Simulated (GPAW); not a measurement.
# CdSe (Cadmoselite): G0W0 with GPAW, start to end

Wanted: ground state, empty states, screening and self-energy for CdSe (Cadmoselite).

Calculated with GPAW 26.7.0; LDA and many-body steps on it, plane waves.

The database entry behind the starting cell differs from later determinations by our own check (inner coordinate of an old entry), so it need not match the best structure at ambient conditions.

### 1. The structure

The structure is hexagonal, space group P6_3mc (No. 186). The conventional cell has a = 4.300 Å, b = 4.300 Å, c = 7.020 Å, α = 90.00°, β = 90.00°, γ = 120.00°. Nearest to Cd lie 4 Se at 2.61 to 2.70 Å. Se has 4 Cd at 2.61 to 2.70 Å nearest. Farther neighbours and most contacts between anions are not listed.

The cell and positions come from the Crystallography Open Database and are kept as given unless a step says otherwise.

### 2. Ground state

This step: GPAW 26.7.0; DFT, LDA, plane waves, PAW.

The ground-state density comes first.

Input file run.py:

```python
import json
import numpy as np
from gpaw.mpi import world
from ase import Atoms
from gpaw import GPAW, PW, FermiDirac

atoms = Atoms(['Cd', 'Cd', 'Se', 'Se'],
    cell=[[4.3000000000, 0.0000000000, 0.0000000000],
      [-2.1500000000, 3.7239092363, 0.0000000000],
      [0.0000000000, 0.0000000000, 7.0200000000]],
    scaled_positions=[[0.3333333333, 0.6666666667, 0.0000000000],
      [0.6666666667, 0.3333333333, 0.5000000000],
      [0.3333333333, 0.6666666667, 0.3850000000],
      [0.6666666667, 0.3333333333, 0.8850000000]],
    pbc=(True, True, True))
calc = GPAW(mode=PW(450),
    xc='LDA',
    kpts={'size': (6, 6, 4), 'gamma': True},
    occupations=FermiDirac(0.001),
    nbands=-8,
    convergence={'density': 1e-6, 'bands': -3},
    maxiter=100,
    txt='gs.txt')
atoms.calc = calc
res = {'energy': atoms.get_potential_energy()}
kpts = calc.get_ibz_k_points()
res['kpts'] = kpts
res['eigenvalues'] = [calc.get_eigenvalues(kpt=k) for k in range(len(kpts))]
res['n_electrons'] = calc.get_number_of_electrons()
calc.write('gs.gpw')

if world.rank == 0:
    with open('result.json', 'w') as f:
        json.dump(res, f, default=lambda x: x.tolist())
```

Started as:

```sh
$ mpirun -n 8 gpaw python run.py
```

Numbers of over 12 decimals in the logs are rounded to 6 here.

What it wrote:

```text
__  _  _
 | _ |_)|_||  |
 |__||  | ||/\| - 26.7.0

Input parameters:
  mode=PW(ecut=450.000000),
  convergence={'density': 1e-06, 'bands': -3},
  kpts=MonkhorstPack(size=(6, 6, 4), gamma=True),
  maxiter=100,
  nbands=-8,
  occupations=Occupations(name='fermi-dirac', width=0.001, fixmagmom=False),
  xc=XC(name='LDA')
  [... matrices ...]
Diagonalizing LCAO Hamiltonian
Converting LCAO to pw mode

            Se

        Se  Cd

        Cd

Atoms  # Å, Bohr magnetons
|   | symbol |         x |        y |        z |    initial magnetic moments |
| 0 |     Cd | -0.000000 | 2.482606 | 0.000000 | ( 0.0000,  0.0000,  0.0000) |
| 1 |     Cd |  2.150000 | 1.241303 | 3.510000 | ( 0.0000,  0.0000,  0.0000) |
| 2 |     Se | -0.000000 | 2.482606 | 2.702700 | ( 0.0000,  0.0000,  0.0000) |
| 3 |     Se |  2.150000 | 1.241303 | 6.212700 | ( 0.0000,  0.0000,  0.0000) |

Unit cell  # Å
| periodic |         x |        y |        z |  lengths |     angles |
|      yes |  4.300000 | 0.000000 | 0.000000 | 4.300000 |  90.000000 |
|      yes | -2.150000 | 3.723909 | 0.000000 | 4.300000 |  90.000000 |
|      yes |  0.000000 | 0.000000 | 7.020000 | 7.020000 | 120.000000 |

Number of symmetries: 6
Symmetry operations  # r_c * U_cc + t_c -> r_c
|   | kind |            matrix            |
| 0 |  σ   |  1, 1, 0,  0,-1, 0,  0, 0, 1 |
| 1 |  E   |  1, 0, 0,  0, 1, 0,  0, 0, 1 |
| 2 |  C3  |  0, 1, 0, -1,-1, 0,  0, 0, 1 |
| 3 |  σ   |  0,-1, 0, -1, 0, 0,  0, 0, 1 |
| 4 |  σ   | -1, 0, 0,  1, 1, 0,  0, 0, 1 |
| 5 |  C3  | -1,-1, 0,  1, 0, 0,  0, 0, 1 |

BZ-sampling:
  Number of BZ points: 144
  Number of IBZ points: 24

  Monkhorst-Pack size: [6, 6, 4]
  Monkhorst-Pack shift: [0.083333, 0.083333, 0.125]

K-points  # in reciprocal-cell coordinates
|     |                                coordinates |     weight |
|   0 | (  0.00000000,   0.00000000,   0.00000000) | 0.00694444 |
|   1 | (  0.00000000,   0.00000000,   0.25000000) | 0.01388889 |
|   2 | (  0.00000000,   0.00000000,   0.50000000) | 0.00694444 |
|   3 | (  0.16666667,   0.00000000,  -0.25000000) | 0.04166667 |
|   4 | (  0.16666667,   0.00000000,   0.00000000) | 0.04166667 |
|   5 | (  0.16666667,   0.00000000,   0.25000000) | 0.04166667 |
|   6 | (  0.16666667,   0.00000000,   0.50000000) | 0.04166667 |
|   7 | (  0.33333333,  -0.16666667,   0.00000000) | 0.04166667 |
|   8 | (  0.33333333,  -0.16666667,   0.25000000) | 0.08333333 |
|   9 | (  0.33333333,  -0.16666667,   0.50000000) | 0.04166667 |
| ... |                                            |            |
|  23 | (  0.50000000,   0.50000000,   0.50000000) | 0.02083333 |

Plane wave coefficients: 2472
Cutoff: 450.000000 eV

Spin-components: 1 (collinear spins)
Bands:           26
Projectors:      22
Spin-degeneracy: 2
Datatype:        complex128

  Storage: CPU
  Wave functions: 24_271_104 bytes (3_033_888 per core)
  Projectors: 22_404_096 bytes (2_800_512 per core)
  [... matrices ...]
Parallelization:
  kpt:    8
  domain: 1
  band:   1

Density:
  Valence electrons: 36.0
  Components: 1
  Grid points: [24 24 35]
  Charge: 0.0  # |e|

Potential:
  Grid points: [24 24 35]

species:
  Cd:
    name:    Cadmium
    Z:       48.0
    valence: 12
    core:    36
    charge:  0.0  # [|e|]
    compensation charges:
      type: gauss
      rc: 0.38  # [Å]
      lmax: 2
    cutoffs:
      filter: 2.12  # [Å]
      core: 2.62  # [Å]
    projectors
    | kind |    occ | energy [eV] | rcut [Å] |
    |   5s |  2.000 |      -5.950 |    1.191 |
    |   5p |  0.000 |      -1.328 |    1.228 |
    |   4d | 10.000 |     -11.904 |    1.164 |
    |    s |        |      21.261 |    1.191 |
    |    p |        |      25.883 |    1.228 |
    |    d |        |      15.307 |    1.164 |

    Using partial waves for Cd as LCAO basis

  Se:
    name:    Selenium
    Z:       34.0
    valence: 6
    core:    28
    charge:  0.0  # [|e|]
    compensation charges:
      type: gauss
      rc: 0.27  # [Å]
      lmax: 2
    cutoffs:
      filter: 1.77  # [Å]
      core: 2.67  # [Å]
    projectors
    | kind |    occ | energy [eV] | rcut [Å] |
    |   4s |  2.000 |     -17.472 |    0.847 |
    |   4p |  4.000 |      -6.656 |    1.005 |
    |    s |        |       9.739 |    0.847 |
    |    p |        |      20.555 |    1.005 |
    |    d |        |       0.000 |    0.847 |

    Using partial waves for Se as LCAO basis

Reference energy: -436106.280585  # eV

eigensolver:
  PPCG
  Converge bands: -3
  niter=2

density mixing:
  MSR1-Mixer
  Pratt-step length: 0.05
  Maximum mixing coefficient: 0.75
  Old densities: 10
  SVD Regularization: 0.005
  Good broyden scale: 1.0
  Trust region scale: 1.0
  Backstep threshold: 4.0
  History deletion threshold: 6.0
  Fourier metric: weight=20.0, sigma=0.015

occupation numbers:
  Fermi-Dirac:
    width: 0.0010  # eV

poisson solver:
  ecut: 3600.000000  # eV

xc functional:
  name: None

Initialization done in: 1.984 s

convergence criteria:
- Maximum integral of absolute [dens]ity change: 1e-06 electrons / valence electron
- Maximum [total energy] change in last 3 cyles: 0.0005 eV / valence electron
- Maximum integral of absolute [eigenst]ate change: 4e-08 eV^2 / valence electron
maximum number of iterations: 100

SCF iterations
|iter     |     time |      energy | eigst |  dens |
|iter:   1|  |  -14.513777 | +0.49 |       |
|iter:   2|  |  -14.367933 | -1.08 | -1.20 |
|iter:   3|  |  -13.830321 | -1.24 | -1.25 |
|iter:   4|  |  -13.817585 | -3.18 | -1.79 |
|iter:   5|  |  -13.815067c| -3.56 | -2.26 |
|iter:   6|  |  -13.815039c| -5.03 | -2.92 |
|iter:   7|  |  -13.815040c| -6.30 | -3.59 |
|iter:   8|  |  -13.815041c| -7.10 | -4.59 |
|iter:   9|  |  -13.815041c| -7.50c| -5.05 |
|iter:  10|  |  -13.815041c| -7.85c| -5.37 |
|iter:  11|  |  -13.815041c| -8.33c| -6.05c|

Converged in 11 steps
SCF loop duration: 2.689 s (0.244 s/step)
Energy contributions relative to reference atoms: (reference = -436106.280585)
  [... matrices ...]
Energy contributions:
  Kinetic:          31.777834
  Coulomb:         -28.858040
  Zero:              0.109965
  External:          0.000000
  Xc:              -16.844799
  Entropy:          -0.000000
  Spinorbit:         0.000000
  ----------------------------
  Free energy:     -13.815041
  Extrapolated:    -13.815041

dipole moment: (0.000005, 0.000011, -18.458398)  # |e|*Ang

Fermi level: 3.352
Eigenvalues  # (at kpt = [0.000, 0.000, 0.000])
| band index |      eig [eV] | occ [0-2] |
|          0 |        -9.360 |     2.000 |
|        ... |               |           |
|         10 |        -4.143 |     2.000 |
|         11 |        -3.867 |     2.000 |
|         12 |        -1.020 |     2.000 |
|         13 |         2.581 |     2.000 |
|         14 |         2.581 |     2.000 |
|         15 |         3.301 |     2.000 |
|         16 |         3.318 |     2.000 |
|         17 |         3.318 |     2.000 |
|         18 |         3.741 |     0.000 |
|         19 |         5.208 |     0.000 |
|         20 |         9.040 |     0.000 |
|         21 |         9.040 |     0.000 |
|         22 |         9.290 |     0.000 |
|         23 |        10.177 |     0.000 |
|         24 |        10.177 |     0.000 |
|         25 |        10.778 |     0.000 |

Gap: 0.423 eV
Transition (v -> c):
  (s=0, k=0, n=17, [0.00, 0.00, 0.00]) -> (s=0, k=0, n=18, [0.00, 0.00, 0.00])
No difference between direct/indirect transitions
# Writing to gs.gpw (mode='')
  [... matrices ...]
```

Run time: 6.5 s. Hardware: 8 MPI ranks of INTEL XEON PLATINUM 8581C at 2.10GHz (Emerald Rapids), shared host; peak memory 1.5 GiB; 50 s of CPU time.

Numbers from this step:

```
total energy               : -13.82 eV
gap                        : 0.4228 eV
k of the valence top       : 0, 0, 0
k of the conduction bottom : 0, 0, 0
least direct gap           : 0.4228 eV
```

The gap is direct, at Γ.

### 3. Bands along the symmetry lines

Levels along a band path, at the cheap level, show where the edges lie and whether the meshes to come will hold them.

Input file run.py:

```python
import json
import numpy as np
from gpaw.mpi import world
from gpaw import GPAW

path = [[0.000000, 0.000000, 0.000000],
    [0.062500, 0.000000, 0.000000],
    [0.125000, 0.000000, 0.000000],
    [0.187500, 0.000000, 0.000000],
    [0.250000, 0.000000, 0.000000],
    [0.312500, 0.000000, 0.000000],
    [0.375000, 0.000000, 0.000000],
    [0.437500, 0.000000, 0.000000],
    [0.500000, 0.000000, 0.000000],
    [0.479167, 0.041667, 0.000000],
    [0.458333, 0.083333, 0.000000],
    [0.437500, 0.125000, 0.000000],
    [0.416667, 0.166667, 0.000000],
    [0.395833, 0.208333, 0.000000],
    [0.375000, 0.250000, 0.000000],
    [0.354167, 0.291667, 0.000000],
    [0.333333, 0.333333, 0.000000],
    [0.291667, 0.291667, 0.000000],
    [0.250000, 0.250000, 0.000000],
    [0.208333, 0.208333, 0.000000],
    [0.166667, 0.166667, 0.000000],
    [0.125000, 0.125000, 0.000000],
    [0.083333, 0.083333, 0.000000],
    [0.041667, 0.041667, 0.000000],
    [0.000000, 0.000000, 0.000000],
    [0.000000, 0.000000, 0.062500],
    [0.000000, 0.000000, 0.125000],
    [0.000000, 0.000000, 0.187500],
    [0.000000, 0.000000, 0.250000],
    [0.000000, 0.000000, 0.312500],
    [0.000000, 0.000000, 0.375000],
    [0.000000, 0.000000, 0.437500],
    [0.000000, 0.000000, 0.500000],
    [0.062500, 0.000000, 0.500000],
    [0.125000, 0.000000, 0.500000],
    [0.187500, 0.000000, 0.500000],
    [0.250000, 0.000000, 0.500000],
    [0.312500, 0.000000, 0.500000],
    [0.375000, 0.000000, 0.500000],
    [0.437500, 0.000000, 0.500000],
    [0.500000, 0.000000, 0.500000],
    [0.479167, 0.041667, 0.500000],
    [0.458333, 0.083333, 0.500000],
    [0.437500, 0.125000, 0.500000],
    [0.416667, 0.166667, 0.500000],
    [0.395833, 0.208333, 0.500000],
    [0.375000, 0.250000, 0.500000],
    [0.354167, 0.291667, 0.500000],
    [0.333333, 0.333333, 0.500000],
    [0.291667, 0.291667, 0.500000],
    [0.250000, 0.250000, 0.500000],
    [0.208333, 0.208333, 0.500000],
    [0.166667, 0.166667, 0.500000],
    [0.125000, 0.125000, 0.500000],
    [0.083333, 0.083333, 0.500000],
    [0.041667, 0.041667, 0.500000],
    [0.000000, 0.000000, 0.500000],
    [0.500000, 0.000000, 0.500000],
    [0.500000, 0.000000, 0.437500],
    [0.500000, 0.000000, 0.375000],
    [0.500000, 0.000000, 0.312500],
    [0.500000, 0.000000, 0.250000],
    [0.500000, 0.000000, 0.187500],
    [0.500000, 0.000000, 0.125000],
    [0.500000, 0.000000, 0.062500],
    [0.500000, 0.000000, 0.000000],
    [0.333333, 0.333333, 0.500000],
    [0.333333, 0.333333, 0.437500],
    [0.333333, 0.333333, 0.375000],
    [0.333333, 0.333333, 0.312500],
    [0.333333, 0.333333, 0.250000],
    [0.333333, 0.333333, 0.187500],
    [0.333333, 0.333333, 0.125000],
    [0.333333, 0.333333, 0.062500],
    [0.333333, 0.333333, 0.000000]]
calc = GPAW('gs.gpw').fixed_density(kpts=path,
    symmetry='off',
    nbands=28,
    convergence={'bands': 24},
    txt='bands.txt')
res = {}
kpts = calc.get_ibz_k_points()
res['kpts'] = kpts
res['eigenvalues'] = [calc.get_eigenvalues(kpt=k) for k in range(len(kpts))]
res['n_electrons'] = calc.get_number_of_electrons()

if world.rank == 0:
    with open('result.json', 'w') as f:
        json.dump(res, f, default=lambda x: x.tolist())
```

Started as:

```sh
$ mpirun -n 8 gpaw python run.py
```

What it wrote:

```text
Diagonalizing LCAO Hamiltonian
Converting LCAO to pw mode
convergence criteria:
- Maximum integral of absolute [eigenst]ate change: 4e-08 eV^2 / valence electron
maximum number of iterations: 100

SCF iterations
|iter     |     time |      energy | eigst |  dens |
|iter:   1|  |             | +0.56 |       |
|iter:   2|  |             | -0.99 |       |
|iter:   3|  |             | -2.32 |       |
[...]
|iter:   7|  |             | -6.51 |       |
|iter:   8|  |             | -7.38 |       |
|iter:   9|  |             | -7.92c|       |
SCF steps: 9
  __  _  _
 | _ |_)|_||  |
 |__||  | ||/\| - 26.7.0

Input parameters:
  mode=PW(ecut=450.000000),
  convergence={'bands': 24},
  gpts=array([24, 24, 35]),
  kpts=KPoints(kpts=array([[0.      , 0.      , 0.      ],
         [0.0625  , 0.      , 0.      ],
         [0.125   , 0.      , 0.      ],
         [0.1875  , 0.      , 0.      ],
[...]
[0.479167, 0.041667, 0.      ],
         [0.458333, 0.083333, 0.      ],
[...]
[0.416667, 0.166667, 0.      ],
[...]
[0.5     , 0.      , 0.0625  ],
         [0.5     , 0.      , 0.      ],
[...]
[0.333333, 0.333333, 0.125   ],
         [0.333333, 0.333333, 0.0625  ],
         [0.333333, 0.333333, 0.      ]])),
  maxiter=100,
  nbands=28,
  occupations=Occupations(name='fermi-dirac', width=0.001, fixmagmom=False),
  parallel={},
  symmetry=Symmetry(point_group=False, time_reversal=False),
  xc=XC(name='LDA')
```

Elapsed: 11 s, on 8 MPI ranks; peak memory 1.6 GiB.

This step gave:

* gap: 0.4228 eV
* k of the valence top: 0, 0, 0
* k of the conduction bottom: 0, 0, 0
* least direct gap: 0.4228 eV

The gap is 0.423 eV, as in the run before at this level.

The electronic bands at the labelled points (eV, zero at the top of the highest filled band):

| point | band 15 | band 16 | band 17 | band 18 | band 19 | band 20 | band 21 | band 22 |
| --- | --- | --- | --- | --- | --- | --- | --- | --- |
| Γ | -0.74 | -0.02 | 0.00 | 0.00 | 0.42 | 1.89 | 5.72 | 5.72 |
| halfway | -2.25 | -1.38 | -0.46 | -0.44 | 2.42 | 3.25 | 5.01 | 5.72 |
| M | -2.63 | -1.90 | -1.28 | -0.86 | 3.03 | 3.12 | 4.64 | 5.96 |
| halfway | -2.72 | -2.19 | -1.45 | -1.35 | 3.76 | 4.09 | 4.49 | 5.93 |
| K | -3.15 | -1.83 | -1.83 | -1.83 | 4.20 | 4.64 | 4.64 | 6.87 |
| halfway | -2.55 | -1.74 | -0.78 | -0.58 | 2.87 | 3.91 | 4.95 | 5.35 |
| Γ | -0.74 | -0.02 | 0.00 | 0.00 | 0.42 | 1.89 | 5.72 | 5.72 |
| halfway | -0.64 | -0.64 | -0.12 | -0.12 | 1.52 | 1.99 | 5.51 | 5.81 |
| A | -0.38 | -0.38 | -0.38 | -0.38 | 2.11 | 2.11 | 5.62 | 5.62 |
| halfway | -1.38 | -1.38 | -0.94 | -0.94 | 3.19 | 3.19 | 4.79 | 4.79 |
| L | -1.42 | -1.42 | -1.33 | -1.33 | 2.78 | 2.78 | 4.63 | 4.63 |
| halfway | -2.08 | -2.08 | -1.15 | -1.15 | 3.31 | 3.31 | 5.08 | 5.08 |
| H | -2.55 | -2.55 | -1.08 | -1.08 | 3.61 | 3.61 | 5.73 | 5.73 |
| halfway | -1.41 | -1.41 | -1.26 | -1.26 | 3.57 | 3.57 | 4.78 | 4.78 |
| A | -0.38 | -0.38 | -0.38 | -0.38 | 2.11 | 2.11 | 5.62 | 5.62 |
| jump to L | -1.42 | -1.42 | -1.33 | -1.33 | 2.78 | 2.78 | 4.63 | 4.63 |
| halfway | -2.15 | -1.77 | -1.09 | -1.03 | 2.62 | 3.17 | 4.99 | 5.03 |
| M | -2.63 | -1.90 | -1.28 | -0.86 | 3.03 | 3.12 | 4.64 | 5.96 |
| jump to H | -2.55 | -2.55 | -1.08 | -1.08 | 3.61 | 3.61 | 5.73 | 5.73 |
| halfway | -2.98 | -2.06 | -1.46 | -1.46 | 4.15 | 4.15 | 4.66 | 6.23 |
| K | -3.15 | -1.83 | -1.83 | -1.83 | 4.20 | 4.64 | 4.64 | 6.87 |

### 4. Empty states on the mesh, 3×3×2 mesh, 366 bands

The sums over transitions need many empty states on a uniform mesh; this step solves for them.

Input file run.py:

```python
import json
import numpy as np
from gpaw.mpi import world
from gpaw import GPAW

calc = GPAW('gs.gpw').fixed_density(kpts={'size': (3, 3, 2), 'gamma': True},
    parallel={'domain': 1, 'band': 1},
    txt='nscf.txt')
calc.diagonalize_full_hamiltonian(nbands=366)
calc.write('full.gpw', mode='all')
res = {}
kpts = calc.get_ibz_k_points()
res['kpts'] = kpts
res['eigenvalues'] = [calc.get_eigenvalues(kpt=k) for k in range(len(kpts))]
res['n_electrons'] = calc.get_number_of_electrons()

if world.rank == 0:
    with open('result.json', 'w') as f:
        json.dump(res, f, default=lambda x: x.tolist())
```

Started as:

```sh
$ mpirun -n 6 gpaw python run.py
```

What it wrote:

```text
Diagonalizing LCAO Hamiltonian
Converting LCAO to pw mode
convergence criteria:
- Maximum integral of absolute [eigenst]ate change: 4e-08 eV^2 / valence electron
maximum number of iterations: 100

SCF iterations
|iter     |     time |      energy | eigst |  dens |
|iter:   1|  |             | +0.48 |       |
|iter:   2|  |             | -1.13 |       |
|iter:   3|  |             | -2.13 |       |
[...]
|iter:   8|  |             | -6.30 |       |
|iter:   9|  |             | -7.21 |       |
|iter:  10|  |             | -7.82c|       |
SCF steps: 10
  __  _  _
 | _ |_)|_||  |
 |__||  | ||/\| - 26.7.0

Input parameters:
  mode=PW(ecut=450.000000),
  convergence={'density': 1e-06, 'bands': -3},
  gpts=array([24, 24, 35]),
  kpts=MonkhorstPack(size=(3, 3, 2), gamma=True),
  maxiter=100,
  nbands=26,
  occupations=Occupations(name='fermi-dirac', width=0.001, fixmagmom=False),
  parallel={'domain': 1, 'band': 1},
  xc=XC(name='LDA')
Matrix size: 2431x2431
# Writing to full.gpw (mode='all')
  [... matrices ...]

timing:  # [seconds]
  Total: 7.961  # ━━━━━━━━━━━━━━━━━━━━━━━━━━━━━━━━━━━━━━━━━━━━━━━━━━━━━━━━━━━
```

The job ended after 12 s (6 MPI ranks; peak memory 3.3 GiB).

This step gave:

* gap: 0.4228 eV
* k of the valence top: 0, 0, 0
* k of the conduction bottom: 0, 0, 0
* least direct gap: 0.4228 eV
* k points computed: 6
* lowest point of the top converged band, above the valence top: 114.2405 eV

On this mesh the gap is 0.423 eV.

[end of part 1 of 2]

[Paths, hosts, dates, memory and timing lines, banners, echoed tables and standing remarks are left out of the program output.]

[Logs are printed without paths, hosts, clocks, repeated set-up lines and the standing remarks that a program may print on its own settings, such as how far it seeks lower states.]

[Runs of the session that timed out or met a known fault of the program may be left out.]

[Hosts, paths, dates, database ids (printed as entryN), source tags and the programs' standing remarks are cut or masked in the printed files.]
